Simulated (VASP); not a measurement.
# Tm (Im-3m) in VASP: a series of runs

The runs below take Tm through single point, with PBE.

Program: VASP 6.6.1. These are calculated values, not measurements. Logs are shortened: lines on timing, memory, paths and dates and some standing lists are left out, and cuts for length are marked.

### 1 The crystal as given

Symmetry: Im-3m, No. 229, cubic system. Conventional cell: a = 3.941 Å, b = 3.941 Å, c = 3.941 Å, α = 90.00°, β = 90.00°, γ = 90.00°. Around Tm (site symmetry m-3m) lie 8 Tm at 3.41 Å.

This isn't the form of Tm at room conditions, which is hcp.

### 2 Single point, PBE, collinear spin, typed start

INCAR

```
PREC = Accurate ; ENCUT = 520
EDIFF = 1E-6 ; ISMEAR = 0
SIGMA = 0.025 ; LREAL = F
LASPH = T ; NELM = 150
ALGO = Normal ; ISIF = 2
LWAVE = F ; LCHARG = F
ISPIN = 2 ; MAGMOM = 2
LORBIT = 11 ; LMAXMIX = 6
GGA = PE ; NBANDS = 22
```

KPOINTS

```
Automatic mesh
0
Gamma
  10 10 10
```

POSCAR

```
Tm
1.0
   -1.9705499473      1.9705499473      1.9705499473
    1.9705499473     -1.9705499473      1.9705499473
    1.9705499473      1.9705499473     -1.9705499473
Tm
1
Direct
    0.0000000000      0.0000000000      0.0000000000
```

Potentials or basis: VASP PAW PBE potentials, release 64 (Tm).

The run is started by

```
$ cat potpaw_PBE.64/Tm/POTCAR > POTCAR
$ mpirun -np 1 vasp_std > vasp.out
```

OUTCAR:

```text
PREC = Accurate
   ENCUT = 520
   EDIFF = 1E-6
   ISMEAR = 0
   LREAL = F
   LASPH = T
   NELM = 150
   ISIF = 2
   ISPIN = 2
   LORBIT = 11
   GGA = PE

 ion  position               nearest neighbor table
   1  0.000  0.000  0.000-

  LATTYP: Found a body centered cubic cell.
 ALAT       =     3.9410998946

  Lattice vectors:

 A1 = (  -1.9705499473,   1.9705499473,   1.9705499473)
 A2 = (   1.9705499473,  -1.9705499473,   1.9705499473)
 A3 = (   1.9705499473,   1.9705499473,  -1.9705499473)

Analysis of symmetry for initial positions (statically):
=====================================================================
 Subroutine PRICEL returns:
 Original cell was already a primitive cell.

 Routine SETGRP: Setting up the symmetry group for a
 body centered cubic supercell.

 Subroutine GETGRP returns: Found 48 space group operations
 (whereof 48 operations were pure point group operations)
 out of a pool of 48 trial point group operations.

The static configuration has the point symmetry O_h .

Analysis of symmetry for dynamics (positions and initial velocities):
=====================================================================
 Subroutine PRICEL returns:
 Original cell was already a primitive cell.

 Routine SETGRP: Setting up the symmetry group for a
 body centered cubic supercell.

 Subroutine GETGRP returns: Found 48 space group operations
 (whereof 48 operations were pure point group operations)
 out of a pool of 48 trial point group operations.

The dynamic configuration has the point symmetry O_h .

Analysis of structural, dynamic, and magnetic symmetry:
=====================================================================
 Subroutine PRICEL returns:
 Original cell was already a primitive cell.

 Routine SETGRP: Setting up the symmetry group for a
 body centered cubic supercell.

 Subroutine GETGRP returns: Found 48 space group operations
 (whereof 48 operations were pure point group operations)
 out of a pool of 48 trial point group operations.

The overall configuration has the point symmetry O_h .

 Subroutine INISYM returns: Found 48 space group operations
 (whereof 48 operations are pure point group operations),
 and found     1 'primitive' translations

----------------------------------------------------------------------------------------

                                     Primitive cell

  volume of cell :      30.6071

  direct lattice vectors                    reciprocal lattice vectors
    -1.970549947  1.970549947  1.970549947     0.000000000  0.253736273  0.253736273
     1.970549947 -1.970549947  1.970549947     0.253736273  0.000000000  0.253736273
     1.970549947  1.970549947 -1.970549947     0.253736273  0.253736273  0.000000000

  length of vectors
     3.413092628  3.413092628  3.413092628     0.358837279  0.358837279  0.358837279

  position of ions in fractional coordinates (direct lattice)
     0.000000000  0.000000000  0.000000000

  ion indices of the primitive-cell ions
   primitive index   ion index
                 1           1

----------------------------------------------------------------------------------------

 KPOINTS: Automatic mesh

Automatic generation of k-mesh.
 Grid dimensions read from file:
 generate k-points for:   10   10   10

 Generating k-lattice:

  Cartesian coordinates                     Fractional coordinates (reciprocal lattice)
     0.000000000  0.025373627  0.025373627     0.100000000  0.000000000  0.000000000
     0.025373627  0.000000000  0.025373627     0.000000000  0.100000000  0.000000000
     0.025373627  0.025373627  0.000000000     0.000000000  0.000000000  0.100000000

  Length of vectors
     0.035883728  0.035883728  0.035883728

  Shift w.r.t. Gamma in fractional coordinates (k-lattice)
     0.000000000  0.000000000  0.000000000

 Subroutine IBZKPT returns following result:
 ===========================================

 Found     47 irreducible k-points:

 Following reciprocal coordinates:
            Coordinates               Weight
  0.000000  0.000000  0.000000      1.000000
  0.100000  0.000000  0.000000     12.000000
  0.200000  0.000000  0.000000     12.000000
  0.300000  0.000000  0.000000     12.000000
  0.400000  0.000000  0.000000     12.000000
  0.500000  0.000000  0.000000      6.000000
[... 16 lines left out ...]
  0.300000  0.300000  0.100000      8.000000
 -0.300000  0.300000  0.100000     24.000000
 [... further k-points ...]
   k-points           NKPTS =     47   k-points in BZ     NKDIM =     47   number of bands    NBANDS=     22
   number of dos      NEDOS =    301   number of ions     NIONS =      1
   total plane-waves  NPLWV =  21952
   dimension x,y,z NGX =    28 NGY =   28 NGZ =   28
   dimension x,y,z NGXF=    56 NGYF=   56 NGZF=   56
   ions per type =               1
   NGX,Y,Z   is equivalent  to a cutoff of  13.64, 13.64, 13.64 a.u.
   NGXF,Y,Z  is equivalent  to a cutoff of  27.28, 27.28, 27.28 a.u.
 SYSTEM =  unknown system
   PREC   = accura    normal or accurate (medium, high low for compatibility)
   ISTART =      0    job   : 0-new  1-cont  2-samecut
   ICHARG =      2    charge: 1-file 2-atom 10-const
   ISPIN  =      2    spin polarized calculation?
   LNONCOLLINEAR =      F non collinear calculations
   LSORBIT =      F    spin-orbit coupling
   LASPH  =      T    aspherical Exc in radial PAW
   ENCUT  =  520.0 eV  38.22 Ry    6.18 a.u.   6.35  6.35  6.35*2*pi/ulx,y,z
   NELM   =    150;   NELMIN=  2; NELMDL= -5     # of ELM steps
   EDIFF  = 0.1E-05   stopping-criterion for ELM
   LREAL  =      F    real-space projection
   EDIFFG = 0.1E-04   stopping-criterion for IOM
   NSW    =      0    number of steps for IOM
   IBRION =     -1    ionic relax: 0-MD 1-quasi-New 2-CG
   NFREE  =      0    steps in history (QN), initial steepest desc. (CG)
   ISIF   =      2    stress and relaxation
   ISYM   =      2    0-nonsym 1-usesym 2-fastsym
   POTIM  = 0.5000    time-step for ionic-motion
   TEBEG  =    0.0;   TEEND  =   0.0 temperature during run
   PSTRESS=    0.0 pullay stress
   NELECT =      23.0000    total number of electrons
   NUPDOWN=      -1.0000    fix difference up-down
   EMIN   =  10.00;   EMAX   =-10.00  energy-range for DOS
   EFERMI =   0.00;   METHOD = LEGACY
   ISMEAR =     0;   SIGMA  =   0.03  broadening in eV -4-tet -1-fermi 0-gaus
   EFERMI_NEDOS =   21; number of points for ismear=-14 and -15
   IALGO  =     38    algorithm
   IMIX   =      4    mixing-type and parameters
     AMIX     =   0.40;   BMIX     =  1.00
     AMIX_MAG =   1.60;   BMIX_MAG =  1.00
  volume/ion in A,a.u.               =      30.61       206.55
  Fermi-wavevector in a.u.,A,eV,Ry     =   1.488367  2.812606 30.140115  2.215236
  Thomas-Fermi vector in A             =   2.601411
   LORBIT       =     11    0 simple, 1 ext, 2 COOP (PROOUT), +10 PAW based schemes
   GGA     = PE    functional components
   LHFCALC =     F    Hartree Fock is set to
   AEXX    =    0.0000 exact exchange contribution
   IVDW    =     0    specifies the selected vdW correction
   LEPSILON=     F    determine dielectric tensor
   LRPA    =     F    only Hartree local field effects (RPA)
 spin polarized calculation
 Gauss-broadening in eV      SIGMA  =   0.03
  energy-cutoff  :      520.00
  volume of cell :       30.61
 maximum number of plane-waves:       856
 NGX is ok and might be reduce to    28
   NGX = 13   NGY = 13   NGZ = 13

 number of electron      22.9999992 magnetization       1.1270319

 Free energy of the ion-electron system (eV)
  ---------------------------------------------------
  ext. energy  EPLUGINS =         0.00000000
  ---------------------------------------------------
  free energy    TOTEN  =        -4.00520895 eV

  energy without entropy =       -4.00088968  energy(sigma->0) =       -4.00304931

 E-fermi :   2.2494     XC(G=0): -10.1992

 val. band max:        2.2482600621   @ k =  -0.3000   0.3000   0.2000
 cond. band min:       2.2524504832   @ k =  -0.3000   0.3000   0.2000
 fundamental gap:      0.0041904211
 Fermi energy:         2.2493510241

 spin component 1

 k-point     1 :       0.0000    0.0000    0.0000
  band No.  band energies     occupation
      1     -48.2097      1.00000
      2     -21.1375      1.00000
      3     -21.1375      1.00000
      4     -21.1375      1.00000
      5      -3.0237      1.00000
      6       0.6464      1.00000
[... 14 lines left out ...]
     21      21.6360      0.00000
     22      21.6361      0.00000

 k-point     2 :       0.1000    0.0000    0.0000
  band No.  band energies     occupation
      1     -48.2055      1.00000
      2     -21.1998      1.00000
      3     -21.1567      1.00000
      4     -21.1378      1.00000
      5      -2.7314      1.00000
      6       0.6501      1.00000
[... 14 lines left out ...]
     21      19.3118      0.00000
     22      19.8479      0.00000
[... 523 lines left out ...]
     21      19.4346      0.00000
     22      19.4346      0.00000

 k-point    24 :      -0.3000    0.3000    0.1000
  band No.  band energies     occupation
      1     -48.1774      1.00000
      2     -21.5385      1.00000
      3     -21.2890      1.00000
      4     -21.1855      1.00000
      5      -0.5765      1.00000
      6       0.6619      1.00000
[... 14 lines left out ...]
     21      18.3223      0.00000
     22      18.9425      0.00000

 [... further k-points ...]

 spin component 2

 k-point     1 :       0.0000    0.0000    0.0000
  band No.  band energies     occupation
      1     -47.6728      1.00000
      2     -20.7719      1.00000
      3     -20.7719      1.00000
      4     -20.7719      1.00000
      5      -3.1592      1.00000
      6       1.7656      1.00000
[... 14 lines left out ...]
     21      21.5186      0.00000
     22      21.5186      0.00000

 k-point     2 :       0.1000    0.0000    0.0000
  band No.  band energies     occupation
      1     -47.6684      1.00000
      2     -20.8376      1.00000
      3     -20.7920      1.00000
      4     -20.7723      1.00000
      5      -2.8638      1.00000
      6       1.7457      1.00000
[... 14 lines left out ...]
     21      19.2103      0.00000
     22      19.7884      0.00000
[... 523 lines left out ...]
     21      19.3249      0.00000
     22      19.3249      0.00000

 k-point    24 :      -0.3000    0.3000    0.1000
  band No.  band energies     occupation
      1     -47.6388      1.00000
      2     -21.1942      1.00000
      3     -20.9300      1.00000
      4     -20.8226      1.00000
      5      -0.6916      1.00000
      6       1.6469      1.00000
[... 14 lines left out ...]
     21      18.2337      0.00000
     22      18.8708      0.00000

 [... further k-points ...]
[... 5 lines left out ...]
  --------------------------------------------------------------------------------------
  -------------------------------------------------------------------------------------
  Total        0.4597350      0.4597350      0.4597350     -0.0000000     -0.0000000      0.0000000
  in kB       24.0655500     24.0655500     24.0655500     -0.0000000     -0.0000000      0.0000000
  external PRESSURE =      24.0655500 kB  Pullay stress =       0.0000000 kB

 VOLUME and BASIS-vectors are now :
 -----------------------------------------------------------------------------
  energy-cutoff  :      520.00
  volume of cell :       30.61
      direct lattice vectors                 reciprocal lattice vectors
    -1.970549947  1.970549947  1.970549947     0.000000000  0.253736273  0.253736273
     1.970549947 -1.970549947  1.970549947     0.253736273  0.000000000  0.253736273
     1.970549947  1.970549947 -1.970549947     0.253736273  0.253736273  0.000000000

 POSITION                                       TOTAL-FORCE (eV/Angst)
 -----------------------------------------------------------------------------------
      0.00000      0.00000      0.00000         0.000000     -0.000000      0.000000
 -----------------------------------------------------------------------------------
    total drift:                               -0.000000     -0.000000     -0.000000

  FREE ENERGIE OF THE ION-ELECTRON SYSTEM (eV)
  ---------------------------------------------------
  free  energy   TOTEN  =        -4.0052089504 eV

  energy  without entropy=       -4.0008896787  energy(sigma->0) =       -4.00304931

 total charge

# of ion       s       p       d       f       tot
--------------------------------------------------
    1        2.218   5.946   0.397  12.503  21.063

 magnetization (x)

# of ion       s       p       d       f       tot
--------------------------------------------------
    1        0.005  -0.035  -0.034   1.286   1.221
```

Wall time 67 s (1 thread of Intel Xeon Platinum 8488C (Sapphire Rapids), shared host); peak memory 0.22 GiB.

What came out:

```yaml
Free_energy: -4.0052 eV
Pressure: 2.4 GPa
Band_gap_on_the_k_mesh: none (metal or under the smearing width)
Net_moment: 1.13 μB per cell
Site_moments: Tm +1.22 μB
Valence_electrons_inside_the_program's_atomic_spheres: Tm 21.06
```

Caveat: the magnetic or orbital state may not be the lowest; spin-orbit coupling is left out, which moves the levels of the heavy elements. The state reached can hang on the start; a lower one may exist.

### 3 Single point, PBE, collinear spin, typed start

This run uses another cell than the first one, of 28.77 Å³/atom, 0.940 times its volume.

INCAR

```
PREC = Accurate
ENCUT = 520
EDIFF = 1E-6
ISMEAR = 0
SIGMA = 0.025
LREAL = F
LASPH = T
NELM = 150
ALGO = Normal
ISIF = 2
LWAVE = F
LCHARG = F
ISPIN = 2
MAGMOM = 2
LORBIT = 11
LMAXMIX = 6
GGA = PE
NBANDS = 22
```

KPOINTS

```
regular mesh
0
Gamma
  10 10 10
```

POSCAR

```
Tm
1.0
   -1.9303233549      1.9303233549      1.9303233549
    1.9303233549     -1.9303233549      1.9303233549
    1.9303233549      1.9303233549     -1.9303233549
Tm
1
Direct
    0.0000000000      0.0000000000      0.0000000000
```

Potentials or basis: VASP PAW PBE potentials, release 64 (Tm).

The run is started by

```
$ cat potpaw_PBE.64/Tm/POTCAR > POTCAR
$ mpirun -np 1 vasp_std > vasp.out
```

OUTCAR:

```text
PREC = Accurate
   ENCUT = 520
   EDIFF = 1E-6
   ISMEAR = 0
   LREAL = F
   LASPH = T
   NELM = 150
   ISIF = 2
   ISPIN = 2
   LORBIT = 11
   GGA = PE

 ion  position               nearest neighbor table
   1  0.000  0.000  0.000-

  LATTYP: Found a body centered cubic cell.
 ALAT       =     3.8606467098

  Lattice vectors:

 A1 = (  -1.9303233549,   1.9303233549,   1.9303233549)
 A2 = (   1.9303233549,  -1.9303233549,   1.9303233549)
 A3 = (   1.9303233549,   1.9303233549,  -1.9303233549)

Analysis of symmetry for initial positions (statically):
=====================================================================
 Subroutine PRICEL returns:
 Original cell was already a primitive cell.

 Routine SETGRP: Setting up the symmetry group for a
 body centered cubic supercell.

 Subroutine GETGRP returns: Found 48 space group operations
 (whereof 48 operations were pure point group operations)
 out of a pool of 48 trial point group operations.

The static configuration has the point symmetry O_h .

Analysis of symmetry for dynamics (positions and initial velocities):
=====================================================================
 Subroutine PRICEL returns:
[... 186 lines left out ...]
      5      -2.9022      1.00000
      6       0.8537      1.00000
[... 589 lines left out ...]
     21      19.2431      0.00000
     22      19.9296      0.00000

 [... further k-points ...]

 spin component 2

 k-point     1 :       0.0000    0.0000    0.0000
  band No.  band energies     occupation
      1     -47.3996      1.00000
      2     -20.4320      1.00000
      3     -20.4320      1.00000
      4     -20.4320      1.00000
      5      -3.0393      1.00000
      6       2.0054      1.00000
[... 589 lines left out ...]
     21      19.1554      0.00000
     22      19.8762      0.00000

 [... further k-points ...]
[... 5 lines left out ...]
  --------------------------------------------------------------------------------------
  -------------------------------------------------------------------------------------
  Total        1.2775633      1.2775633      1.2775633      0.0000000      0.0000000     -0.0000000
  in kB       71.1447450     71.1447450     71.1447450      0.0000000      0.0000000     -0.0000000
  external PRESSURE =      71.1447450 kB  Pullay stress =       0.0000000 kB

 VOLUME and BASIS-vectors are now :
 -----------------------------------------------------------------------------
  energy-cutoff  :      520.00
  volume of cell :       28.77
      direct lattice vectors                 reciprocal lattice vectors
    -1.930323355  1.930323355  1.930323355     0.000000000  0.259023960  0.259023960
     1.930323355 -1.930323355  1.930323355     0.259023960  0.000000000  0.259023960
     1.930323355  1.930323355 -1.930323355     0.259023960  0.259023960  0.000000000

 POSITION                                       TOTAL-FORCE (eV/Angst)
 -----------------------------------------------------------------------------------
      0.00000      0.00000      0.00000         0.000000     -0.000000      0.000000
 -----------------------------------------------------------------------------------
    total drift:                                0.000000     -0.000000     -0.000000

  FREE ENERGIE OF THE ION-ELECTRON SYSTEM (eV)
  ---------------------------------------------------
  free  energy   TOTEN  =        -3.9623952695 eV

  energy  without entropy=       -3.9583788687  energy(sigma->0) =       -3.96038707

 total charge

# of ion       s       p       d       f       tot
--------------------------------------------------
    1        2.226   5.950   0.436  12.488  21.100

 magnetization (x)

# of ion       s       p       d       f       tot
--------------------------------------------------
    1        0.004  -0.035  -0.037   1.293   1.225
```

stdout:

```text
POSCAR found type information on POSCAR Tm
 POSCAR found :  1 types and       1 ions
 scaLAPACK will be used
 LDA part: xc-table for (Slater+PW92), standard interpolation
 POSCAR, INCAR and KPOINTS ok, starting setup
 FFT: planning ... GRIDC
 FFT: planning ... GRID_SOFT
 FFT: planning ... GRID
 WAVECAR not read
 entering main loop
```

Run time: 78 s. Hardware: 1 thread of Intel Xeon Platinum 8488C (Sapphire Rapids), shared host; peak memory 0.21 GiB.

Results:

```yaml
Free_energy: -3.9624 eV
Pressure: 7.1 GPa
Band_gap_on_the_k_mesh: none (metal or under the smearing width)
Net_moment: 1.13 μB per cell
Site_moments: Tm +1.23 μB
Valence_electrons_inside_the_program's_atomic_spheres: Tm 21.10
```

Caveat: the magnetic or orbital state may not be the lowest; spin-orbit coupling is left out, which moves the levels of the heavy elements.
